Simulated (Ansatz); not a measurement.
# Does disorder add resistance in series? Re(0001) layers with 12.5 % Rh

Two lengths of the disordered region are known. What area resistance does the third give?

Set-up. Ansatz 0.2.0, plane waves with PAW datasets at their recommended cutoffs (420 eV for most), Fermi-Dirac smearing; ballistic transmission by layer matching. The area resistance is RA = A (h/2e²)(1/T − 1/N), with T the zone-mean transmission per spin and N the lead's channels, both averaged over a few energies near the Fermi level; for magnets each spin is taken apart, with h/e², and the two conduct in parallel. Lateral cell 2x2, PBE, a fresh random draw for each length.

The runs, with one result withheld:

| length (Å) | channels N | RA (fΩ m²) |
| --- | --- | --- |
| 4.46 | 5.260 | 0.128 |
| 13.4 | 5.280 | 0.279 |
| 22.3 | 5.260 | ? |

Worked fit:

Ohm's law makes RA linear in the length: the slope is (0.279 − 0.128)/(13.4 − 4.46) = 0.0170 fΩ m² per Å, or 17 µΩ cm. Then 0.279 + 0.0170 × 8.92. Predicted: 0.430 fΩ m².

**The withheld run.**

0.454 fΩ m², so the prediction is 5.2 % too low. The three lengths together give 18 µΩ cm. The two increments are 0.15 and 0.17 fΩ m², roughly as Ohm's law has it, though with one draw for each length that is a weak test.

**Limits.** The scatterers repeat sideways with the small cell. The slope is a raw one; a model of isotropic scattering puts it 1.06 times the bulk value over these lengths. Atoms sit unrelaxed on the host's lattice, and the pair may not mix at random in practice. Spin-orbit coupling is left out, which matters for Re.
